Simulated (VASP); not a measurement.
# HfS2: band structure with LDA

**Experimental background.**

“Stress-Tuned Optical Transitions in Layered 1T-MX2 (M=Hf, Zr, Sn; X=S, Se) Crystals”, 2022, pmc:9565717 quotes, for a bulk crystal of HfS2: band gap 1.96 eV (indirect).

The system is HfS2.

```
Hf S
1.0
     3.59936    0.00000    0.00000
    -1.79968    3.11714    0.00000
     0.00000    0.00000    5.76533
Hf S
1 2
Direct
  0.00000 0.00000 0.00000
  0.66667 0.33333 0.74789
  0.33333 0.66667 0.25211
```

The cell is a database's computed one.

| Item | Value |
| --- | --- |
| Program | VASP 6.6.1 |
| Task | band structure |
| Functional | LDA |
| Potentials or basis | VASP PAW LDA potentials, release 64 (Hf_pv, S) |
| Cutoff | 520 eV |
| k mesh | 9 × 9 × 5 |
| Occupations | gaussian, width 0.03 eV |
| Spin | no spin polarisation |
| Further INCAR settings | ALGO = Normal; EDIFF = 1e-06; NBANDS = 18 |

| Item | Value |
| --- | --- |
| Pressure | -3.4 GPa |
| Largest force | 0.349 eV/Å |
| Band gap on the k mesh | 0.75 eV, indirect (least direct gap 1.69 eV) |
| Band gap along the path | 0.71 eV, indirect (least direct gap 1.66 eV) |

Forces on the atoms (eV/Å):
```
Hf   0.000  0.000  0.000
S    0.000  0.000  0.349
S    0.000  0.000 -0.349
```

Stress tensor (GPa, compression positive):
```
-3.65  0.00  0.00
 0.00 -3.65  0.00
 0.00  0.00 -3.04
```

Levels at the corners of the path, in eV from the valence-band top:
| point | band 8 | band 9 | band 10 | band 11 | band 12 | band 13 | band 14 | band 15 |
| --- | --- | --- | --- | --- | --- | --- | --- | --- |
| Γ | -2.92 | -0.16 | -0.16 | 0.00 | 1.72 | 1.72 | 2.26 | 5.13 |
| M | -2.79 | -2.61 | -2.26 | -1.48 | 0.88 | 3.84 | 3.92 | 5.97 |
| M | -2.79 | -2.61 | -2.26 | -1.48 | 0.88 | 3.84 | 3.92 | 5.97 |
| K | -3.77 | -2.37 | -2.37 | -1.75 | 2.33 | 3.48 | 3.48 | 5.44 |
| K | -3.77 | -2.37 | -2.37 | -1.75 | 2.33 | 3.48 | 3.48 | 5.44 |
| Γ | -2.92 | -0.16 | -0.16 | 0.00 | 1.72 | 1.72 | 2.26 | 5.13 |
| Γ | -2.92 | -0.16 | -0.16 | 0.00 | 1.72 | 1.72 | 2.26 | 5.13 |
| A | -2.87 | -2.19 | -0.34 | -0.34 | 1.66 | 1.66 | 2.58 | 5.69 |
| A | -2.87 | -2.19 | -0.34 | -0.34 | 1.66 | 1.66 | 2.58 | 5.69 |
| L | -2.83 | -2.58 | -1.12 | -0.95 | 0.71 | 3.82 | 3.96 | 5.34 |
| L | -2.83 | -2.58 | -1.12 | -0.95 | 0.71 | 3.82 | 3.96 | 5.34 |
| H | -3.89 | -2.49 | -1.97 | -1.97 | 2.56 | 3.02 | 3.02 | 6.19 |
| H | -3.89 | -2.49 | -1.97 | -1.97 | 2.56 | 3.02 | 3.02 | 6.19 |
| A | -2.87 | -2.19 | -0.34 | -0.34 | 1.66 | 1.66 | 2.58 | 5.69 |
| L | -2.83 | -2.58 | -1.12 | -0.95 | 0.71 | 3.82 | 3.96 | 5.34 |
| M | -2.79 | -2.61 | -2.26 | -1.48 | 0.88 | 3.84 | 3.92 | 5.97 |
| K | -3.77 | -2.37 | -2.37 | -1.75 | 2.33 | 3.48 | 3.48 | 5.44 |
| H | -3.89 | -2.49 | -1.97 | -1.97 | 2.56 | 3.02 | 3.02 | 6.19 |

It took 81 s on 2 MPI ranks on Intel(R) Xeon(R) Platinum 8375C CPU @ 2.90GHz (Ice Lake), on a shared host, peak memory 0.22 GiB a rank.

Against the measured gap of HfS2, 1.96 eV (indirect; quoted in “Stress-Tuned Optical Transitions in Layered 1T-MX2 (M=Hf, Zr, Sn; X=S, Se) Crystals”, 2022, pmc:9565717), the calculated 0.71 eV is off by -1.25 eV. So large a miss can be the level of theory's own, or it may mean another phase, state or a wrong row. Spin-orbit coupling on Hf is left out. The value is that of LDA, without temperature or zero-point motion. Semilocal functionals fall short of measured gaps as a rule. The cell is a database's relaxed one, not the measured one, which moves gaps too.

Caveat: spin-orbit coupling is left out, which moves the levels of the heavy elements.
